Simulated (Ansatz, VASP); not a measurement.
# One calculation of AlN, two programs

File INCAR:

```
SYSTEM = AlN
ALGO = Normal
EDIFF = 1E-6
ENCUT = 520
GGA = PE
ISIF = 2
ISMEAR = 0
LASPH = .TRUE.
LCHARG = .TRUE.
LELF = .TRUE.
LREAL = .FALSE.
LVHAR = .TRUE.
LWAVE = .FALSE.
NBANDS = 16
NELM = 80
PREC = Accurate
SIGMA = 0.05
```

The input KPOINTS:

```
k-points
0
G
  8 8 6
  0 0 0
```

Contents of POSCAR:

```
AlN
1.0
    0.0000000000     -2.0861995362     -2.0861995362
    0.0000000000      2.0861995362     -2.0861995362
    4.1723990723      0.0000000000      0.0000000000
Al N
2 2
Direct
    0.5173928713      0.4826071287      0.0000000000
   -0.0173928713      0.0173928713      0.5000000000
    0.4936900135      0.5063099865      0.5000000000
    0.0063099865      0.9936900135      0.0000000000
```

Input for Ansatz:

```yaml
crystal:
  lattice:
    - [0.0, -2.0861995362, -2.0861995362]
    - [0.0, 2.0861995362, -2.0861995362]
    - [4.1723990723, 0.0, 0.0]
  atoms:
    - { symbol: Al, position: [0.5173928713, 0.4826071287, 0.0] }
    - { symbol: Al, position: [-0.0173928713, 0.0173928713, 0.5] }
    - { symbol: "N", position: [0.4936900135, 0.5063099865, 0.5] }
    - { symbol: "N", position: [0.0063099865, 0.9936900135, 0.0] }
basis:
  ecutwfc: 520.0
kpoints:
  mp_grid: { grid: [8, 8, 6] }
hamiltonian:
  xc: pbe
  pseudopotentials: { kind: paw }
scf:
  occupations: { method: gaussian, width: 0.05 }
output:
  forces: true
  stress: true
  eigenvalues: true
```

Change from the starting cell: mode 4 frozen in at -0.071 Å, equal normal strain along x, y and z +0.0250.

Alike in both runs: task single point; functional PBE; k mesh 8 × 8 × 6; occupations gaussian, width 0.05 eV; no spin polarisation.

```csv
,VASP,Ansatz
version,VASP 6.6.1,Ansatz 0.2.0
potentials or method,"VASP PAW PBE potentials, release 64 (Al, N)","scalar-relativistic, plane waves, PAW"
plane-wave cutoff (eV),520,520
valence electrons in the cell,16,16
```

```tsv
	VASP	Ansatz	Ansatz less VASP
gap on the k mesh at the Fermi level (eV)	3.71	3.73	+0.020
least direct gap on the mesh (eV)	3.74	3.76	+0.020
pressure (GPa)	-15.9	-15.6	+0.24
largest component of the traceless stress (GPa)	0.64	0.64	-0.001
rms of the force components (eV/Å)	0.251	0.252	+0.0001
```

Atom by atom the forces differ by 0.000 eV/Å (rms over components). The functional is the same, so the differences come from potentials, cutoffs and numerics.

Caveats: so large a pressure means that the cell lies far from this level's equilibrium, or that cutoff or potentials fall short (VASP). A k mesh can miss the band edges.
